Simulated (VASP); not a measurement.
Input of a VASP 6.6.1 run:

INCAR

```
SYSTEM = TiTe
  PREC = Accurate
  ENCUT = 600
  EDIFF = 1E-6
  ISMEAR = 0
  SIGMA = 0.05
  LREAL = .False.
  LASPH = .True.
  NELM = 100
  ALGO = Normal
  ISIF = 3
  LWAVE = .False.
  LCHARG = .False.
  METAGGA = R2SCAN
  LMIXTAU = .True.
  IBRION = 2
  NSW = 40
  EDIFFG = -0.01
```

File KPOINTS:

```
regular mesh
0
Gamma
  7 7 7
  0 0 0
```

Contents of POSCAR:

```
TiTe
1.0
    0.0000000000      3.3105989600      3.3105989600
    3.3105989600      0.0000000000      3.3105989600
    3.3105989600      3.3105989600      0.0000000000
Ti Te
1 1
Direct
    0.0000000000      0.0000000000      0.0000000000
    0.2500000000      0.2500000000      0.2500000000
```

Potentials or basis: VASP PAW PBE potentials, release 64 (Ti_sv, Te).

Command:

```sh
$ cat potpaw_PBE.64/Ti_sv/POTCAR potpaw_PBE.64/Te/POTCAR > POTCAR
$ mpirun -np 1 vasp_std > vasp.out
```

Q: Predict the band gap on the k mesh.

A: None (metal or under the smearing width).

Q: Predict the relaxed volume.

A: 30.17 Å³/atom.

The path:
| step | energy change (eV) | largest force (eV/Å) | pressure (GPa) | volume (Å³) |
| --- | --- | --- | --- | --- |
| 1 | 0.0000 | 0.0000 | -7.14 | 72.57 |
| 2 | -0.2812 | 0.0000 | 3.89 | 56.87 |
| 3 | -0.3212 | 0.0000 | 0.01 | 60.34 |

Caveat: the volume moved by over 15 % at a fixed basis, so the end points are rough; the PAW data sets were made with another functional, which shifts forces and pressure a little. Spin-orbit coupling is left out, which matters for the levels of Te.
